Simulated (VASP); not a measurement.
# Ni (Fm-3m) in VASP: single point with PBE

Aim: the single point of Ni with PBE.

Program: VASP 6.6.1. These are calculated values, not measurements. Logs are shortened: lines on timing, memory, paths and dates and some standing lists are left out, and cuts for length are marked.

## 1. Starting point

Symmetry: Fm-3m, No. 225, cubic system. Conventional cell: a = 3.520 Å, b = 3.520 Å, c = 3.520 Å, α = 90.00°, β = 90.00°, γ = 90.00°. Ni (site symmetry m-3m) is surrounded by 12 Ni at 2.49 Å.

The cell was built by a generator and needn't be a form met in nature.

## 2. Single point, PBE, collinear spin, ferromagnetic start

Input file INCAR:

```
PREC = Accurate
ENCUT = 350
EDIFF = 1E-6
ISMEAR = -1
SIGMA = 0.05
LREAL = F
LASPH = T
NELM = 150
ALGO = Normal
ISIF = 2
LWAVE = F
LCHARG = F
ISPIN = 2
MAGMOM = 1 1 1 1 1 1 1 1 1 1 1 1 1 1 1 1 1 1 1 1 1 1 1 1 1 1 1 1 1 1 1 1
LORBIT = 11
LMAXMIX = 4
GGA = PE
```

Input file KPOINTS:

```
regular mesh
0
Gamma
  5 5 5
```

Input file POSCAR:

```
Ni
1.0
    7.0400000000      0.0000000000      0.0000000000
    0.0000000000      7.0400000000      0.0000000000
    0.0000000000      0.0000000000      7.0400000000
Ni
32
Direct
    0.0000000000      0.0000000000      0.0000000000
    0.0000000000      0.0000000000      0.5000000000
    0.0000000000      0.5000000000      0.0000000000
    0.0000000000      0.5000000000      0.5000000000
    0.5000000000      0.0000000000      0.0000000000
    0.5000000000      0.0000000000      0.5000000000
    0.5000000000      0.5000000000      0.0000000000
    0.5000000000      0.5000000000      0.5000000000
    0.0000000000      0.2500000000      0.2500000000
    0.0000000000      0.2500000000      0.7500000000
    0.0000000000      0.7500000000      0.2500000000
    0.0000000000      0.7500000000      0.7500000000
    0.5000000000      0.2500000000      0.2500000000
    0.5000000000      0.2500000000      0.7500000000
    0.5000000000      0.7500000000      0.2500000000
    0.5000000000      0.7500000000      0.7500000000
    0.2500000000      0.0000000000      0.2500000000
    0.2500000000      0.0000000000      0.7500000000
    0.2500000000      0.5000000000      0.2500000000
    0.2500000000      0.5000000000      0.7500000000
    0.7500000000      0.0000000000      0.2500000000
    0.7500000000      0.0000000000      0.7500000000
    0.7500000000      0.5000000000      0.2500000000
    0.7500000000      0.5000000000      0.7500000000
    0.2500000000      0.2500000000      0.0000000000
    0.2500000000      0.2500000000      0.5000000000
    0.2500000000      0.7500000000      0.0000000000
    0.2500000000      0.7500000000      0.5000000000
    0.7500000000      0.2500000000      0.0000000000
    0.7500000000      0.2500000000      0.5000000000
    0.7500000000      0.7500000000      0.0000000000
    0.7500000000      0.7500000000      0.5000000000
```

Potentials or basis: VASP PAW PBE potentials, release 64 (Ni).

Command:

```
$ cat potpaw_PBE.64/Ni/POTCAR > POTCAR
$ mpirun -np 1 vasp_std > vasp.out
```

OUTCAR:

```text
PREC = Accurate
   ENCUT = 350
   EDIFF = 1E-6
   ISMEAR = -1
   LREAL = F
   LASPH = T
   NELM = 150
   ISIF = 2
   ISPIN = 2
   LORBIT = 11
   GGA = PE

 ion  position               nearest neighbor table
   1  0.000  0.000  0.000-   9 2.49  10 2.49  11 2.49  12 2.49  17 2.49  18 2.49  21 2.49  22 2.49
                            25 2.49  27 2.49  29 2.49  31 2.49
   2  0.000  0.000  0.500-   9 2.49  10 2.49  11 2.49  12 2.49  17 2.49  18 2.49  21 2.49  22 2.49
                            26 2.49  28 2.49  30 2.49  32 2.49
   3  0.000  0.500  0.000-   9 2.49  10 2.49  11 2.49  12 2.49  19 2.49  20 2.49  23 2.49  24 2.49
                            25 2.49  27 2.49  29 2.49  31 2.49
   4  0.000  0.500  0.500-   9 2.49  10 2.49  11 2.49  12 2.49  19 2.49  20 2.49  23 2.49  24 2.49
                            26 2.49  28 2.49  30 2.49  32 2.49
   5  0.500  0.000  0.000-  13 2.49  14 2.49  15 2.49  16 2.49  17 2.49  18 2.49  21 2.49  22 2.49
                            25 2.49  27 2.49  29 2.49  31 2.49
   6  0.500  0.000  0.500-  13 2.49  14 2.49  15 2.49  16 2.49  17 2.49  18 2.49  21 2.49  22 2.49
                            26 2.49  28 2.49  30 2.49  32 2.49
   7  0.500  0.500  0.000-  13 2.49  14 2.49  15 2.49  16 2.49  19 2.49  20 2.49  23 2.49  24 2.49
                            25 2.49  27 2.49  29 2.49  31 2.49
   8  0.500  0.500  0.500-  13 2.49  14 2.49  15 2.49  16 2.49  19 2.49  20 2.49  23 2.49  24 2.49
                            26 2.49  28 2.49  30 2.49  32 2.49
   9  0.000  0.250  0.250-   1 2.49   2 2.49   3 2.49   4 2.49  17 2.49  19 2.49  21 2.49  23 2.49
[... 33 lines left out ...]
  26  0.250  0.250  0.500-   2 2.49   4 2.49   6 2.49   8 2.49   9 2.49  10 2.49  13 2.49  14 2.49
                            17 2.49  18 2.49  19 2.49  20 2.49
  27  0.250  0.750  0.000-   1 2.49   3 2.49   5 2.49   7 2.49  11 2.49  12 2.49  15 2.49  16 2.49
                            17 2.49  18 2.49  19 2.49  20 2.49
  28  0.250  0.750  0.500-   2 2.49   4 2.49   6 2.49   8 2.49  11 2.49  12 2.49  15 2.49  16 2.49
                            17 2.49  18 2.49  19 2.49  20 2.49
  29  0.750  0.250  0.000-   1 2.49   3 2.49   5 2.49   7 2.49   9 2.49  10 2.49  13 2.49  14 2.49
                            21 2.49  22 2.49  23 2.49  24 2.49
  30  0.750  0.250  0.500-   2 2.49   4 2.49   6 2.49   8 2.49   9 2.49  10 2.49  13 2.49  14 2.49
                            21 2.49  22 2.49  23 2.49  24 2.49
  31  0.750  0.750  0.000-   1 2.49   3 2.49   5 2.49   7 2.49  11 2.49  12 2.49  15 2.49  16 2.49
                            21 2.49  22 2.49  23 2.49  24 2.49
  32  0.750  0.750  0.500-   2 2.49   4 2.49   6 2.49   8 2.49  11 2.49  12 2.49  15 2.49  16 2.49
                            21 2.49  22 2.49  23 2.49  24 2.49

  LATTYP: Found a simple cubic cell.
 ALAT       =     7.0400000000

  Lattice vectors:

 A1 = (   7.0400000000,   0.0000000000,   0.0000000000)
 A2 = (   0.0000000000,   7.0400000000,   0.0000000000)
 A3 = (   0.0000000000,   0.0000000000,   7.0400000000)

Analysis of symmetry for initial positions (statically):
=====================================================================
 Subroutine PRICEL returns following result:

  LATTYP: Found a face centered cubic cell.
 ALAT       =     3.5200000000
[... 12 lines left out ...]
 Subroutine GETGRP returns: Found 48 space group operations
 (whereof 48 operations were pure point group operations)
 out of a pool of 48 trial point group operations.

The static configuration has the point symmetry O_h .

Analysis of symmetry for dynamics (positions and initial velocities):
=====================================================================
 Subroutine PRICEL returns following result:

  LATTYP: Found a face centered cubic cell.
 ALAT       =     3.5200000000
[... 12 lines left out ...]
 Subroutine GETGRP returns: Found 48 space group operations
 (whereof 48 operations were pure point group operations)
 out of a pool of 48 trial point group operations.

The dynamic configuration has the point symmetry O_h .

Analysis of structural, dynamic, and magnetic symmetry:
=====================================================================
 Subroutine PRICEL returns following result:

  LATTYP: Found a face centered cubic cell.
 ALAT       =     3.5200000000
[... 12 lines left out ...]
 Subroutine GETGRP returns: Found 48 space group operations
 (whereof 48 operations were pure point group operations)
 out of a pool of 48 trial point group operations.

The overall configuration has the point symmetry O_h .

 Subroutine INISYM returns: Found 48 space group operations
 (whereof 48 operations are pure point group operations),
[... 70 lines left out ...]
   PREC   = accura    normal or accurate (medium, high low for compatibility)
   ISTART =      0    job   : 0-new  1-cont  2-samecut
   ICHARG =      2    charge: 1-file 2-atom 10-const
   ISPIN  =      2    spin polarized calculation?
   LNONCOLLINEAR =      F non collinear calculations
   LSORBIT =      F    spin-orbit coupling
   LASPH  =      T    aspherical Exc in radial PAW
   ENCUT  =  350.0 eV  25.72 Ry    5.07 a.u.  10.74 10.74 10.74*2*pi/ulx,y,z
   NELM   =    150;   NELMIN=  2; NELMDL= -5     # of ELM steps
   EDIFF  = 0.1E-05   stopping-criterion for ELM
   LREAL  =      F    real-space projection
   EDIFFG = 0.1E-04   stopping-criterion for IOM
   NSW    =      0    number of steps for IOM
   IBRION =     -1    ionic relax: 0-MD 1-quasi-New 2-CG
   NFREE  =      0    steps in history (QN), initial steepest desc. (CG)
   ISIF   =      2    stress and relaxation
   ISYM   =      2    0-nonsym 1-usesym 2-fastsym
   POTIM  = 0.5000    time-step for ionic-motion
   TEBEG  =    0.0;   TEEND  =   0.0 temperature during run
   PSTRESS=    0.0 pullay stress
   NELECT =     320.0000    total number of electrons
   NUPDOWN=      -1.0000    fix difference up-down
   EMIN   =  10.00;   EMAX   =-10.00  energy-range for DOS
   EFERMI =   0.00;   METHOD = LEGACY
   ISMEAR =    -1;   SIGMA  =   0.05  broadening in eV -4-tet -1-fermi 0-gaus
   EFERMI_NEDOS =   21; number of points for ismear=-14 and -15
   IALGO  =     38    algorithm
   IMIX   =      4    mixing-type and parameters
     AMIX     =   0.40;   BMIX     =  1.00
     AMIX_MAG =   1.60;   BMIX_MAG =  1.00
  volume/ion in A,a.u.               =      10.90        73.58
  Fermi-wavevector in a.u.,A,eV,Ry     =   1.590568  3.005737 34.421456  2.529906
  Thomas-Fermi vector in A             =   2.689243
   LORBIT       =     11    0 simple, 1 ext, 2 COOP (PROOUT), +10 PAW based schemes
   GGA     = PE    functional components
   LHFCALC =     F    Hartree Fock is set to
   AEXX    =    0.0000 exact exchange contribution
   IVDW    =     0    specifies the selected vdW correction
   LEPSILON=     F    determine dielectric tensor
   LRPA    =     F    only Hartree local field effects (RPA)
 spin polarized calculation
  energy-cutoff  :      350.00
  volume of cell :      348.91
 maximum number of plane-waves:      5220
 NGX is ok and might be reduce to    48
   NGX = 21   NGY = 21   NGZ = 21

 number of electron     320.0000664 magnetization      20.3488486

 Free energy of the ion-electron system (eV)
  ---------------------------------------------------
  ext. energy  EPLUGINS =         0.00000000
  ---------------------------------------------------
  free energy    TOTEN  =      -175.48633459 eV

  energy without entropy =     -175.03990536  energy(sigma->0) =     -175.26311997

 E-fermi :   9.3507     XC(G=0): -13.2464

 val. band max:        9.3454484730   @ k =   0.4000   0.0000   0.0000
 cond. band min:       9.3512247508   @ k =   0.4000   0.4000   0.2000
 fundamental gap:      0.0057762778
 Fermi energy:         9.3507087818

 spin component 1

 k-point     1 :       0.0000    0.0000    0.0000
  band No.  band energies     occupation
      1       0.3479      1.00000
      2       3.2321      1.00000
      3       3.2321      1.00000
      4       3.2321      1.00000
      5       3.2321      1.00000
      6       3.2321      1.00000
[... 1739 lines left out ...]
    171      10.3580      0.00000
    172      10.9333      0.00000
 Fermi energy:         9.3507087818

 spin component 2

 k-point     1 :       0.0000    0.0000    0.0000
  band No.  band energies     occupation
      1       0.3145      1.00000
      2       3.2355      1.00000
      3       3.2355      1.00000
      4       3.2355      1.00000
      5       3.2355      1.00000
      6       3.2355      1.00000
[... 1739 lines left out ...]
    171      10.8338      0.00000
    172      11.3687      0.00000
 [bands above 172 left out]

------------------------ aborting loop because EDIFF is reached ----------------------------------------

  FORCE on cell =-STRESS in cart. coord.  units (eV):
  Direction    XX          YY          ZZ          XY          YZ          ZX
  --------------------------------------------------------------------------------------
  -------------------------------------------------------------------------------------
  Total       -1.6022000     -1.6022000     -1.6022000      0.0000000      0.0000000     -0.0000000
  in kB       -7.3571451     -7.3571451     -7.3571451      0.0000000      0.0000000     -0.0000000
  external PRESSURE =      -7.3571451 kB  Pullay stress =       0.0000000 kB

 VOLUME and BASIS-vectors are now :
 -----------------------------------------------------------------------------
  energy-cutoff  :      350.00
  volume of cell :      348.91
      direct lattice vectors                 reciprocal lattice vectors
     7.040000000  0.000000000  0.000000000     0.142045455  0.000000000  0.000000000
     0.000000000  7.040000000  0.000000000     0.000000000  0.142045455  0.000000000
     0.000000000  0.000000000  7.040000000     0.000000000  0.000000000  0.142045455

 POSITION                                       TOTAL-FORCE (eV/Angst)
 -----------------------------------------------------------------------------------
      0.00000      0.00000      0.00000         0.000000      0.000000     -0.000000
      0.00000      0.00000      3.52000         0.000000      0.000000      0.000000
      0.00000      3.52000      0.00000         0.000000      0.000000     -0.000000
      0.00000      3.52000      3.52000        -0.000000     -0.000000      0.000000
      3.52000      0.00000      0.00000        -0.000000     -0.000000      0.000000
      3.52000      0.00000      3.52000         0.000000      0.000000     -0.000000
[... 24 lines left out ...]
      5.28000      5.28000      0.00000        -0.000000      0.000000      0.000000
      5.28000      5.28000      3.52000         0.000000      0.000000      0.000000
 -----------------------------------------------------------------------------------
    total drift:                                0.000000     -0.000000      0.000000

  FREE ENERGIE OF THE ION-ELECTRON SYSTEM (eV)
  ---------------------------------------------------
  free  energy   TOTEN  =      -175.4863345886 eV

  energy  without entropy=     -175.0399053573  energy(sigma->0) =     -175.26311997

 total charge

# of ion       s       p       d       tot
------------------------------------------
    1        0.498   0.497   8.302   9.297
    2        0.498   0.497   8.302   9.297
    3        0.498   0.497   8.302   9.297
    4        0.498   0.497   8.302   9.297
    5        0.498   0.497   8.302   9.297
    6        0.498   0.497   8.302   9.297
[... 24 lines left out ...]
   31        0.498   0.497   8.302   9.297
   32        0.498   0.497   8.302   9.297
--------------------------------------------------
tot         15.925  15.912 265.666 297.504

 magnetization (x)

# of ion       s       p       d       tot
------------------------------------------
    1       -0.006  -0.024   0.679   0.648
    2       -0.006  -0.024   0.679   0.648
    3       -0.006  -0.024   0.679   0.648
    4       -0.006  -0.024   0.679   0.648
    5       -0.006  -0.024   0.679   0.648
    6       -0.006  -0.024   0.679   0.648
[... 24 lines left out ...]
   31       -0.006  -0.024   0.679   0.648
   32       -0.006  -0.024   0.679   0.648
--------------------------------------------------
tot         -0.202  -0.780  21.712  20.730
```

Wall time 14 min (1 thread of Intel Xeon 6975P-C (Granite Rapids), shared host); peak memory 0.74 GiB.

Results:

| Property | Result |
| --- | --- |
| Free energy | -175.4863 eV |
| Pressure | -0.7 GPa |
| Band gap on the k mesh | none (metal or under the smearing width) |
| Net moment | 20.35 μB per cell |
| Site moments | Ni +0.65 μB |
| Valence electrons inside the program's atomic spheres | Ni 9.30 |
